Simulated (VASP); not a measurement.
Sb, 4 atoms in the cell. The structure is orthorhombic, space group Cmce (No. 64). The conventional cell has a = 6.555 Å, b = 4.333 Å, c = 8.837 Å, α = 90.00°, β = 90.00°, γ = 90.00°. Sb (site symmetry m) is surrounded by 1 Sb at 2.44 Å. The cell was built by a generator and needn't be a form met in nature.

- Program: VASP 6.6.1
- Task: single point
- Functional: r2SCAN
- Potentials or basis: VASP PAW PBE potentials, release 64 (Sb)
- Cutoff: 520 eV
- k mesh: 6 × 6 × 2
- Occupations: gaussian, width 0.1 eV
- Spin: no spin polarisation
- Dipole correction: no
- Further INCAR settings: ALGO = Normal; EDIFF = 1e-06; NBANDS = 18

Potentials or basis: VASP PAW PBE potentials, release 64 (Sb).

Run with:

```console
$ cat potpaw_PBE.64/Sb/POTCAR > POTCAR
$ cp INCAR.step1 INCAR
$ mpirun -np 1 vasp_std > vasp.out
$ cp INCAR.step2 INCAR
$ mpirun -np 1 vasp_std > vasp.out
```

Hardware: 1 thread of AMD EPYC 9R45 96-Core Processor (Zen 5), on a shared host.

Estimate the wall time of this run.

Run time: 120 s on 1 thread of AMD EPYC 9R45 96-Core Processor (Zen 5), with other jobs on the host, peak memory 0.23 GiB. Counts: scf iterations 9, k points 26.
